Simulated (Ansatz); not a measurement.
The cell comes from COD entry 2100860, which wasn't checked; take it as a given geometry. The listed cell was then made from it by scaling, straining or moving an atom.

BaTiO₃: DFT, PBEsol, all-electron PAW with datasets made for the crystal, scalar-relativistic (Ansatz 0.2.0). What sets it apart from a plain run of this crystal: zz strain of +2 %.

Command: `ansatz run input.yaml --threads 2 --pin off --max-ram 8192MiB --backend cpu --events-out ev --progress --plain --runs-dir out` The run took 14 s on 2 threads of Arm Neoverse V2, on a shared host, peak memory 0.9 GiB.

```yaml
crystal:
  lattice:
    - [3.9998, 0.0, 0.0]
    - [0.0, 3.9998, 0.0]
    - [0.0, 0.0, 4.09836]
  atoms:
    - { symbol: Ba, position: [0.0, 0.0, 0.0] }
    - { symbol: Ti, position: [0.5, 0.5, 0.5] }
    - { symbol: O, position: [0.5, 0.5, 0.0] }
    - { symbol: O, position: [0.5, 0.0, 0.5] }
    - { symbol: O, position: [0.0, 0.5, 0.5] }
kpoints:
  mp_grid: { grid: [7, 7, 7] }
scf:
  occupations: { method: fermi_dirac, width: 0.03 }
hamiltonian:
  xc: pbesol
  pseudopotentials: { kind: all_electron, datasets: crystal }
output:
  forces: true
  stress: true
  eigenvalues: true
  efg: { contact_densities: true }
```

Output (standing set-up lines are left out):

```
Crystal: 5 atoms, lattice volume = 65.567 Å³
Basis set: ecut = 540 eV, 1863 PW (Γ), exchange–correlation on 64×64×64 points (8 copies of the dense FFT grid, shifted against one another)
iter 1 solved again at ethr=6.20e-2 eV; its pass at ethr=1.00e-1 eV (dr2=2.48e1 eV) is discarded
SCF iter   1: F=—  HF=-250632.467815 eV  |F-HF|=—  |Δ(HF+E_count)|=         —  Δρ=1.86e-1  dr2=2.48e1  ethr=6.20e-2  ⟨swp⟩=2.5  Hψ=4999  notcnv=0
preconditioner: auto → Resta (q_TF=auto, 2.513 Å⁻¹)  ε∞=3.5  [insulator: Δε(μ)=5.861 eV  Ē_g=17.831 eV  σ=0.030 eV  W_gap=1.00  n_scr=18 (ndim 8)  ℏωp=28.3 eV  f_vac=0.000  D(μ)=0.00/eV (n_scr^D=0)  ε∞_Penn≈3.5]
SCF iter   2: F=—  HF=-250627.436052 eV  |F-HF|=—  |Δ(HF+E_count)|=    5.03e0  Δρ=1.03e-1  dr2=4.80e0  ethr=6.19e-2  ⟨swp⟩=4.4  Hψ=2690  notcnv=0  defer=9
SCF iter   3: F=—  HF=-250626.809923 eV  |F-HF|=—  |Δ(HF+E_count)|=   6.26e-1  Δρ=3.12e-2  dr2=7.06e-1  ethr=1.20e-2  ⟨swp⟩=3.4  Hψ=2394  notcnv=0  defer=5
SCF iter   4: F=—  HF=-250626.832224 eV  |F-HF|=—  |Δ(HF+E_count)|=   2.23e-2  Δρ=3.59e-2  dr2=1.01e0  ethr=1.76e-3  ⟨swp⟩=4.5  Hψ=2704  notcnv=0
SCF iter   5: F=—  HF=-250626.725008 eV  |F-HF|=—  |Δ(HF+E_count)|=   1.07e-1  Δρ=1.94e-2  dr2=3.08e-1  ethr=1.76e-3  ⟨swp⟩=2.1  Hψ=2007  notcnv=0  defer=2
iter 6 solved again at ethr=6.40e-6 eV; its pass at ethr=7.69e-4 eV (dr2=2.56e-3 eV) is discarded
SCF iter   6: F=—  HF=-250626.678139 eV  |F-HF|=—  |Δ(HF+E_count)|=   4.69e-2  Δρ=1.65e-3  dr2=2.25e-3  ethr=6.40e-6  ⟨swp⟩=4.2  Hψ=5596  notcnv=0  defer=4
eigensolver tolerance schedule: the retry pair's looser diagonalisation over-reported the residual by 0.14 of it (diagonalisation noise at 0.14 of the residual, at the tolerance the schedule requests for it); recorded, not acted on — ethr = c·dr2/N_el stays at c = 1.0e-1
SCF iter   7: F=—  HF=-250626.677905 eV  |F-HF|=—  |Δ(HF+E_count)|=   2.34e-4  Δρ=7.54e-4  dr2=3.09e-4  ethr=5.62e-6  ⟨swp⟩=3.4  Hψ=2164  notcnv=0  defer=5
SCF iter   8: F=—  HF=-250626.677908 eV  |F-HF|=—  |Δ(HF+E_count)|=   3.52e-6  Δρ=5.56e-4  dr2=1.77e-4  ethr=7.71e-7  ⟨swp⟩=3.5  Hψ=2286  notcnv=0  defer=3
SCF iter   9: F=—  HF=-250626.677887 eV  |F-HF|=—  |Δ(HF+E_count)|=   2.17e-5  Δρ=2.05e-4  dr2=2.84e-5  ethr=4.42e-7  ⟨swp⟩=3.0  Hψ=1887  notcnv=0  defer=1
SCF iter  10: F=—  HF=-250626.677899 eV  |F-HF|=—  |Δ(HF+E_count)|=   1.23e-5  Δρ=3.56e-5  dr2=1.12e-6  ethr=7.09e-8  ⟨swp⟩=3.3  Hψ=1998  notcnv=0  defer=1
SCF iter  11: F=-250626.677899 eV  HF=-250626.677899 eV  |F-HF|=1.94e-8  |Δ(HF+E_count)|=   7.56e-8  Δρ=8.05e-6  dr2=3.73e-8  ethr=2.81e-9  ⟨swp⟩=4.0  Hψ=2436  notcnv=0  defer=1
SCF 1 converged in 11 iterations: F = -250626.677900 eV  dr2 = 3.73e-8
  Residual-converged pass: ⟨swp⟩=5.0  Hψ=3623  notcnv=0  max |occ|·‖R‖ = 6.2e-6 eV (tolerance 6.7e-6 eV)  dr2=4.49e-8  dr2_onsite=1.40e-8  max |Δocc| = 6.2e-17
  greatest PAW one-centre occupation: 0.987 electrons in one spin orbital (limit 2), on the Ti atom at site 1 (counted from 0), in its partial waves of l = 0
SCF converged after 11 iterations
Free energy (F): -250626.677900 eV
Harris-Foulkes:  -250626.677900 eV  (|F-HF|=1.94e-8)
Internal energy: -250626.677900 eV  (E = F + TS)
E sigma→0 (E₀):  -250626.677900 eV
Past the cutoff: the bands carry plane waves up to 1.75 times it, of which those up to 1.5 times it add -0.000084 eV an atom, each by itself; the spheres take 0.000055 eV an atom off the energy for waves past 1.75 times it
By the cutoff:   a pressure is off by up to 0.005 GPa (1.2 times the spheres' own share and the shells' term, over an atom's volume, and 0.004 GPa: a bound that held against runs at twice the plane waves)
Past the cutoffs: a stress includes 0.0009 GPa for waves and charges beyond them, in addition to the slope of what the spheres take
In the spheres:  the bands' charges fall short by 2.3e-6 e at most (sound up to 1e-3)
Fermi energy:    12.609615 eV
--- Per-component energies (eV) ---
  The terms above E_closure are by the made datasets' own strengths, without shells solved beside the bands.
--- Forces (eV/Å), atoms counted from 1 ---
  atom   1  Ba     0.00000000     0.00000000     0.00000000
  atom   2  Ti     0.00000000     0.00000000     0.00000000
  atom   3  O      0.00000000     0.00000000     0.00000000
  atom   4  O      0.00000000     0.00000000     0.00000000
  atom   5  O      0.00000000     0.00000000     0.00000000
  max |Σ_I F_I| component: 5.68e-29 eV/Å
--- Stress (GPa, compression-positive) ---
       -6.159093       0.000000       0.000000
        0.000000      -6.159093       0.000000
        0.000000       0.000000     -10.048499
  P = ⅓ Tr σ = -7.4556 GPa (-74.556 kbar)
--- PAW observables at the nuclei: V_zz in 10²¹ V/m², potentials from the cell's mean, atoms counted from 1 ---
  atom   1  Ba V_zz =    +0.442709   η = 0.0000   by run symmetry: allowed
            electrostatic potential = -9625.149677 V   contact ρ = 2062250.290578 e/Å³
  atom   2  Ti V_zz =    +2.062675   η = 0.0000   by run symmetry: allowed
            electrostatic potential = -2527.754754 V   contact ρ = 56691.161372 e/Å³
  atom   3  O  V_zz =    +3.179258   η = 0.0000   by run symmetry: allowed
            electrostatic potential = -626.354705 V   contact ρ = 2144.457626 e/Å³
  atom   4  O  V_zz =    +2.111925   η = 0.3798   by run symmetry: allowed
            electrostatic potential = -626.288626 V   contact ρ = 2144.478127 e/Å³
  atom   5  O  V_zz =    +2.111925   η = 0.3798   by run symmetry: allowed
            electrostatic potential = -626.288626 V   contact ρ = 2144.478127 e/Å³
--- Band table (eV; the first three rows and the last of 40) ---
  k-point 0: bands = ["-44.6205", "-20.9470", "-20.9470", "-20.9371", "-12.8885", "-4.9772", "-4.3262", "-4.2071", "1.8722", "1.9518", "1.9518", "9.4327", "9.4696", "9.4696", "10.6111", "10.6973", "10.6973", "11.6116", "11.6386", "11.6386", "13.4607", "13.4607"]
  k-point 1: bands = ["-44.6204", "-20.9467", "-20.9467", "-20.9445", "-12.8702", "-5.0072", "-4.3211", "-4.1796", "1.9577", "1.9778", "1.9778", "9.1548", "9.4112", "9.4112", "10.4614", "10.5217", "10.5217", "11.1191", "11.5010", "11.5010", "13.5217", "13.8248"]
  k-point 2: bands = ["-44.6201", "-20.9611", "-20.9461", "-20.9461", "-12.8286", "-5.1079", "-4.3097", "-4.0733", "2.0380", "2.0380", "2.1473", "8.5462", "9.2369", "9.2369", "10.1611", "10.2554", "10.2554", "10.3258", "11.2684", "11.2684", "13.5681", "14.5016"]
  k-point 39: bands = ["-44.6179", "-20.9928", "-20.9927", "-20.9689", "-12.6523", "-4.1645", "-4.0995", "-4.0354", "1.2708", "1.3138", "1.4151", "7.4054", "7.9713", "8.1928", "9.1381", "9.3654", "9.4416", "11.5962", "11.6442", "11.7063", "15.7190", "15.7217"]
```
